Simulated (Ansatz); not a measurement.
Here is an Ansatz 0.2.0 calculation.

File input.yaml:

```yaml
crystal:
  lattice:
    - [3.6913825498, 0.0, 0.0]
    - [-1.8456912749, 3.1968310632, 0.0]
    - [0.0, 0.0, 6.04107701]
  atoms:
    - { symbol: Zr, position: [0.0, 0.0, 0.0] }
    - { symbol: S, position: [0.3333333333, 0.6666666667, 0.23790997] }
    - { symbol: S, position: [0.6666666667, 0.3333333333, 0.76209003] }
hamiltonian:
  xc: rpbe
  pseudopotentials: { kind: paw }
kpoints:
  mp_grid: { grid: [8, 8, 5] }
  band_path:
    path:
      - [[0.0, 0.0, 0.0], [0.5, 0.0, 0.0], [0.3333333333, 0.3333333333, 0.0], [0.0, 0.0, 0.0], [0.0, 0.0, 0.5], [0.5, 0.0, 0.5], [0.3333333333, 0.3333333333, 0.5], [0.0, 0.0, 0.5]]
      - [[0.5, 0.0, 0.5], [0.5, 0.0, 0.0]]
      - [[0.3333333333, 0.3333333333, 0.0], [0.3333333333, 0.3333333333, 0.5]]
    npoints: 14
scf:
  occupations: { method: fermi_dirac, width: 0.05 }
  n_extra_bands: 7
output:
  forces: true
  stress: true
  eigenvalues: true
  fatbands: false
  write_density: true
  write_potential: true
  elf: true
  volumetric_format: npy
```

Potentials or basis: Ansatz PAW.

Command:

```bash
$ ansatz run input.yaml --threads 2 --pin off --max-ram 5632MiB --backend cpu --events-out ev --progress --plain --runs-dir out
```

Q: Predict the largest force.

A: 0.126 eV/Å.

Q: What does it give for the band gap on the k mesh?

A: 1.11 eV, indirect (least direct gap 1.68 eV).

Levels at the corners of the path, in eV from the valence-band top:
| point | band 9 | band 10 | band 11 | band 12 | band 13 | band 14 | band 15 | band 16 |
| --- | --- | --- | --- | --- | --- | --- | --- | --- |
| Γ | -2.77 | -0.09 | -0.09 | -0.05 | 1.63 | 1.63 | 2.49 | 5.01 |
| M | -2.44 | -2.32 | -1.62 | -1.16 | 1.25 | 3.28 | 3.55 | 5.67 |
| K | -3.23 | -1.96 | -1.96 | -1.41 | 2.25 | 3.22 | 3.22 | 5.04 |
| Γ | -2.77 | -0.09 | -0.09 | -0.05 | 1.63 | 1.63 | 2.49 | 5.01 |
| A | -2.74 | -1.51 | -0.19 | -0.19 | 1.61 | 1.61 | 2.80 | 5.29 |
| L | -2.55 | -2.18 | -0.97 | -0.79 | 1.08 | 3.27 | 3.54 | 5.30 |
| H | -3.01 | -1.81 | -1.74 | -1.74 | 2.34 | 2.98 | 2.98 | 5.52 |
| A | -2.74 | -1.51 | -0.19 | -0.19 | 1.61 | 1.61 | 2.80 | 5.29 |
| L | -2.55 | -2.18 | -0.97 | -0.79 | 1.08 | 3.27 | 3.54 | 5.30 |
| M | -2.44 | -2.32 | -1.62 | -1.16 | 1.25 | 3.28 | 3.55 | 5.67 |
| K | -3.23 | -1.96 | -1.96 | -1.41 | 2.25 | 3.22 | 3.22 | 5.04 |
| H | -3.01 | -1.81 | -1.74 | -1.74 | 2.34 | 2.98 | 2.98 | 5.52 |

Caveat: the PAW data sets come from PBE, with cores solved anew for the run's functional, which leaves a small shift of forces and pressure.

**The experiment to reproduce.**

From “Stress-Tuned Optical Transitions in Layered 1T-MX2 (M= Hf, Zr, Sn; X= S, Se) Crystals”, 2022, arxiv:2210.12074, for a bulk crystal of ZrS2: band gap 1.68 eV (indirect).

Against the measured gap of ZrS2, 1.68 eV (indirect; quoted in “Stress-Tuned Optical Transitions in Layered 1T-MX2 (M= Hf, Zr, Sn; X= S, Se) Crystals”, 2022, arxiv:2210.12074), the calculated 1.08 eV is off by -0.59 eV. Spin-orbit coupling on Zr is left out. The value is that of RPBE, without temperature or zero-point motion. Semilocal functionals fall short of measured gaps as a rule. The cell is a database's relaxed one, not the measured one, which moves gaps too.
